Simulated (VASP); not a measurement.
# GaN (F-43m) under biaxial strain in the (110) plane

Strain engineering needs slopes: what does biaxial strain in the (110) plane do to the lattice and the band edges of GaN?

Main program and level: VASP 6.6.1; LDA; plane waves and PAW (Ga_d, N); cell typed or built by script, in the first sound run; inputs show where later runs differ.

Report form: the programs' logs are mostly left out.

## (1) Starting point

It takes space group F-43m (No. 216, cubic). Conventional cell: a = 4.500 Å, b = 4.500 Å, c = 4.500 Å, α = 90.00°, β = 90.00°, γ = 90.00°. Nearest to Ga lie 4 N at 1.95 Å. N has 4 Ga at 1.95 Å nearest. Farther neighbours and most contacts between anions are not listed.

Coordinates:

```cif
data_structure
_symmetry_space_group_name_H-M 'F-43m'
_symmetry_Int_Tables_number 216
_cell_length_a 4.5000
_cell_length_b 4.5000
_cell_length_c 4.5000
_cell_angle_alpha 90.000
_cell_angle_beta 90.000
_cell_angle_gamma 90.000
_cell_volume 91.12
loop_
_atom_site_label
_atom_site_type_symbol
_atom_site_symmetry_multiplicity
_atom_site_Wyckoff_symbol
_atom_site_fract_x
_atom_site_fract_y
_atom_site_fract_z
_atom_site_occupancy
Ga1 Ga 4 a 0.00000 0.00000 0.00000 1
N1 N 4 d 0.25000 0.25000 0.75000 1
```

## (2) Relax the crystal, LDA

The series starts from the cell that this level prefers, so that zero strain is near zero stress.

This step took 2 runs in a row; the last is shown.

Level: LDA; plane waves and PAW (Ga_d, N); cell typed or built by script.

File INCAR:

```
SYSTEM = GaN
PREC = Accurate
ENCUT = 600
EDIFF = 1E-07
NELM = 120
ISMEAR = 0
SIGMA = 0.02
LREAL = .FALSE.
ALGO = Normal
GGA = CA
NBANDS = 15
LASPH = .TRUE.
LORBIT = 11
LWAVE = .FALSE.
LCHARG = .FALSE.
KPAR = 12
IBRION = 2
NSW = 40
ISIF = 3
EDIFFG = -0.005
POTIM = 0.4
```

File POSCAR:

```
GaN
1.0
    0.0000000000      2.2313343091      2.2313343091
    2.2313343091      0.0000000000      2.2313343091
    2.2313343091      2.2313343091      0.0000000000
Ga N
1 1
Direct
    0.0000000000      0.0000000000      0.0000000000
    0.2500000000      0.2500000000      0.2500000000
```

File KPOINTS:

```
Automatic mesh
0
Gamma
11 11 11
0 0 0
```

PAW data sets: Ga_d and N (LDA family, release 64).

Run with:

```
> mpirun -np 12 vasp_std
```

Run time: 6 s. Hardware: 12 MPI ranks of Intel Xeon Platinum 8259CL at 2.50GHz (Skylake/Cascade Lake), shared host; peak memory 1.8 GiB.

Read from the output:

- energy(sigma→0) of the program: -13.9446 eV
- stress, compression positive: 0.01 along [110], 0.01 across it (mean), GPa
- volume: 22.219 Å³
- ionic steps: 1

## (3) Strain along the normal, LDA

One member in full: the plane is strained by -2 %, and the strain along the normal is moved by secant steps until the normal stress is under 0.012 GPa or five steps are spent; the atoms relax at each step.

This step took 4 runs, each at a new trial strain with the atoms of the one before; the last is shown.

Level: LDA; plane waves and PAW (Ga_d, N); cell typed or built by script.

Edit INCAR of step 2 so:

```diff
@@ -15,7 +15,7 @@
 LCHARG = .FALSE.
-KPAR = 12
-IBRION = 2
-NSW = 40
-ISIF = 3
-EDIFFG = -0.005
-POTIM = 0.4
+KPAR = 3
+IBRION = 1
+NSW = 25
+ISIF = 2
+EDIFFG = -0.004
+POTIM = 0.3
```

File POSCAR:

```
GaN
1.0
    0.0363735690      2.2230811920      2.1867076230
    2.2230811920      0.0363735690      2.1867076230
    2.2594547610      2.2594547610      0.0000000000
Ga N
1 1
Direct
    0.0028680093      0.0028680093      0.9971319907
    0.2471319907      0.2471319907      0.2528680093
```

KPOINTS is that of step 2.

Run with:

```
> mpirun -np 3 vasp_std
```

The job ended after 38 s (3 MPI ranks; peak memory 0.58 GiB; 88 s of CPU time).

Numbers from this step:

```
energy(sigma→0) of the program : -13.9195 eV
stress, compression positive   : 0.00 along [110], 8.91 across it (mean), GPa
ionic steps                    : 1
```

## (4) Band edges, TB-mBJ with spin-orbit coupling

Short lines in KPOINTS_OPT sample the zone centre along and across the normal of the plane, for masses, and the other valleys.

Level: TB-mBJ, spin-orbit coupling; plane waves and PAW (Ga_d, N); cell typed or built by script.

TB-mBJ has no energy functional, so the total energy, stress and pressure in this output mean nothing.

File INCAR:

```
SYSTEM = GaN
PREC = Accurate
ENCUT = 600
EDIFF = 1E-06
NELM = 150
ISMEAR = 0
SIGMA = 0.02
LREAL = .FALSE.
ALGO = Normal
METAGGA = MBJ
LASPH = .TRUE.
LNONCOLLINEAR = .TRUE.
MAGMOM = 0 0 0 0 0 0
NBANDS = 28
GGA_COMPAT = .FALSE.
LSORBIT = .TRUE.
LWAVE = .FALSE.
LCHARG = .FALSE.
KPAR = 3
```

POSCAR is that of step 3.

File KPOINTS:

```
Automatic mesh
0
Gamma
9 9 9
0 0 0
```

File KPOINTS_OPT:

```
Line mode
6
Line-mode
Reciprocal
  0.00000000   0.00000000   0.00000000
  0.01271390   0.01271390   0.02542780

  0.00000000   0.00000000   0.00000000
 -0.01230455   0.01230455  -0.00000000

  0.31000000   0.31000000   0.00000000
  0.50000000   0.50000000   0.00000000

  0.00000000   0.31000000   0.31000000
  0.00000000   0.50000000   0.50000000

  0.45000000   0.45000000   0.45000000
  0.50000000   0.50000000   0.50000000

  0.45000000   0.00000000   0.00000000
  0.50000000   0.00000000   0.00000000

  0.42500000   0.42500000   0.00000000
  0.42528945   0.44269072   0.01798017

  0.50000000   0.50000000   0.50000000
  0.48769545   0.51230455   0.50000000
```

Run with:

```
> mpirun -np 3 vasp_ncl
```

The job ended after 21 min (3 MPI ranks; peak memory 1.8 GiB; 49 min of CPU time).

## (5) Band edges, r2SCAN with spin-orbit coupling

Level: r2SCAN, spin-orbit coupling; plane waves and PAW (Ga_d, N); cell typed or built by script.

Edit INCAR of step 4 so:

```diff
@@ -4,3 +4,3 @@
 EDIFF = 1E-06
-NELM = 150
+NELM = 100
 ISMEAR = 0
@@ -9,3 +9,3 @@
 ALGO = Normal
-METAGGA = MBJ
+METAGGA = R2SCAN
 LASPH = .TRUE.
```

POSCAR is that of step 4.

KPOINTS is that of step 4.

KPOINTS_OPT is that of step 4.

Run with:

```
> mpirun -np 3 vasp_ncl
```

Elapsed: 20 min, on 3 MPI ranks; peak memory 1.7 GiB; 47 min of CPU time.

Numbers from this step:

| Item | Value |
| --- | --- |
| energy(sigma→0) of the program | -156.9521 eV |
| stress, compression positive | 6.79 along [110], 15.93 across it (mean), GPa |

The run ends at a pressure of 12.89 GPa, with forces up to 0.018 eV/Å.

## (6) The whole series

Runs beyond LDA use the data sets made with LDA; this shifts their levels slightly, and their total energies have another zero (at TB-mBJ, which has no energy functional, they mean nothing).

The other members went through these steps as far as the tables show, with the same cutoff and, step by step, the same mesh; 43 runs are not shown. The session took 19 core hours (wall time by ranks) on a shared machine.

```csv
in-plane strain (%),strain along the normal (%),"mean of the two in-plane stresses, tension positive (GPa)",energy above the unstrained row (meV/atom),"gap on the mesh, LDA (eV)"
-2.000,1.260,-8.906,12.550,2.003
-1.500,0.922,-6.650,7.106,1.996
-1.000,0.604,-4.396,3.210,1.982
-0.500,0.294,-2.184,0.848,1.963
0,0.000,-0.010,0.000,1.940
0.500,-0.281,2.120,0.649,1.859
1.000,-0.548,4.210,2.765,1.776
1.500,-0.804,6.245,6.322,1.690
2.000,-1.052,8.236,11.290,1.603
```

Slopes at zero strain, from cubics through all rows: strain ratio -0.574, stress over strain 431 GPa.

Band edges at TB-mBJ with spin-orbit coupling, counted from the valence-band top at Γ, spin-orbit pairs averaged, with one row partly withheld:

```csv
in-plane strain (%),gap (eV),conduction band at Γ (eV),Δ or X valley along z (eV),Δ or X valley along x (eV),"lowest conduction level at L, [111] (eV)","lowest conduction level at L, [-111] (eV)",second valence level below the top (eV),third valence level below the top (eV)
-2.000,3.096,3.096,4.435,4.584,6.447,6.132,0.041,0.208
-1.500,3.090,3.090,4.497,4.598,6.387,6.158,0.028,0.153
-1.000,?,?,4.549,4.609,6.326,6.178,0.017,0.101
-0.500,3.062,3.062,4.592,4.619,6.263,6.192,0.009,0.051
0,3.039,3.039,4.626,4.626,6.199,6.199,0.000,0.005
0.500,2.967,2.967,4.606,4.586,6.088,6.154,0.042,0.049
1.000,2.890,2.890,4.579,4.544,5.977,6.104,0.084,0.095
1.500,2.811,2.811,4.546,4.502,5.866,6.050,0.126,0.140
2.000,2.730,2.730,4.509,4.461,5.757,5.992,0.167,0.184
```

Conduction masses, in electron masses:

```csv
in-plane strain (%),"conduction mass at Γ, along the strain axis or the normal of the plane","conduction mass at Γ, across the strain axis or in the plane"
-2.000,0.232,0.261
-1.500,0.232,0.254
-1.000,0.233,0.246
-0.500,0.236,0.242
0,0.235,0.235
0.500,0.235,0.228
1.000,0.237,0.224
1.500,0.236,0.218
2.000,0.235,0.212
```

Band edges at r2SCAN with spin-orbit coupling, counted from the valence-band top at Γ, spin-orbit pairs averaged:

```csv
in-plane strain (%),gap (eV),conduction band at Γ (eV),Δ or X valley along z (eV),Δ or X valley along x (eV),"lowest conduction level at L, [111] (eV)","lowest conduction level at L, [-111] (eV)",second valence level below the top (eV),third valence level below the top (eV)
-2.000,2.393,2.393,3.555,3.729,5.650,5.287,0.051,0.233
-1.500,2.386,2.386,3.628,3.746,5.583,5.322,0.035,0.171
-1.000,2.384,2.384,3.708,3.778,5.530,5.362,0.022,0.113
-0.500,2.349,2.349,3.735,3.766,5.443,5.362,0.011,0.057
0,2.322,2.323,3.774,3.774,5.372,5.372,0.000,0.009
0.500,2.242,2.242,3.754,3.730,5.251,5.326,0.045,0.056
1.000,2.157,2.158,3.728,3.687,5.130,5.275,0.091,0.106
1.500,2.070,2.070,3.694,3.643,5.010,5.218,0.137,0.156
2.000,1.974,1.975,3.647,3.591,4.885,5.150,0.183,0.205
```

Conduction masses, in electron masses:

```csv
in-plane strain (%),"conduction mass at Γ, along the strain axis or the normal of the plane","conduction mass at Γ, across the strain axis or in the plane"
-2.000,0.182,0.205
-1.500,0.182,0.199
-1.000,0.183,0.194
-0.500,0.182,0.187
0,0.181,0.181
0.500,0.180,0.175
1.000,0.179,0.170
1.500,0.176,0.164
2.000,0.175,0.159
```

## (7) Fit and prediction

The quantity to fit is the conduction level at Γ above the mean of the three top valence levels at TB-mBJ with spin-orbit coupling: 3.179, 3.150, 3.081, 3.041, 2.997, 2.950, 2.900, 2.847 eV in the rows shown.

A least-squares parabola through the 8 rows shown, with e the strain in %: E = − 0.006910 e² − 0.08327 e + 3.041 (eV), r.m.s. residual 4.2e-4 eV.

For the withheld row, e = -1, the fit gives 3.1172 eV.

## (8) The withheld row

The calculation gives 3.1173 eV, so the prediction is 0.0001 eV too low.

## (9) What came out

```json
{
  "ratio of normal to in-plane strain": "-0.574",
  "biaxial modulus": "431 GPa",
  "gap of the unstrained cell, TB-mBJ with spin-orbit coupling": "3.04 eV",
  "gap of the unstrained cell, r2SCAN with spin-orbit coupling": "2.32 eV",
  "slope at zero strain of the conduction level at Γ above the mean of the three top valence levels, TB-mBJ with spin-orbit coupling": "-83 meV per %",
  "error of the predicted row": "-0.1 meV"
}
```

What this shows: As a check, the curvature of the energy gives 431 GPa for the same modulus (energy per volume = M × strain²), 0 % from the slope of the stress. The energy also has a linear term worth 0.14 GPa that the stress column lacks, a mark of the finite basis. At TB-mBJ with spin-orbit coupling the lowest conduction valley is Γ throughout, and the gap runs between 2.73 and 3.10 eV. At r2SCAN with spin-orbit coupling the lowest conduction valley is Γ throughout, and the gap runs between 1.97 and 2.39 eV. Hole masses are left out throughout, since the top bands are degenerate or cross in many series; of conduction masses, those of the Γ, L and (for Si and Ge under (001) strain) Δ valleys are kept where they change by under an eighth between rows. TB-mBJ is a potential fitted for gaps; it has no energy functional, so its total energies and forces mean nothing, and its bands tend to come out too narrow. r2SCAN opens gaps somewhat over GGA but leaves them below measured values as a rule. Δ or X levels are the lowest on their line, refined by a parabola unless they lie at X; the gap is read from all points sampled and can differ from the lowest valley by some meV, or by tens of meV where strain moves the valence top off Γ. Temperature, zero-point motion and excitons are left out.

[Lines on the potential files, build, host, timing and source positions are cut from VASP's logs without a mark.]

[Logs are printed without paths, hosts, clocks, repeated set-up lines and the standing remarks that a program may print on its own settings, such as how far it seeks lower states.]

[Hosts, paths, dates, database ids (printed as entryN), source tags and the programs' standing remarks are cut or masked in the printed files.]

[In band tables of VASP the shares of atoms and orbitals are scaled to a sum of 1 inside the atoms' spheres.]
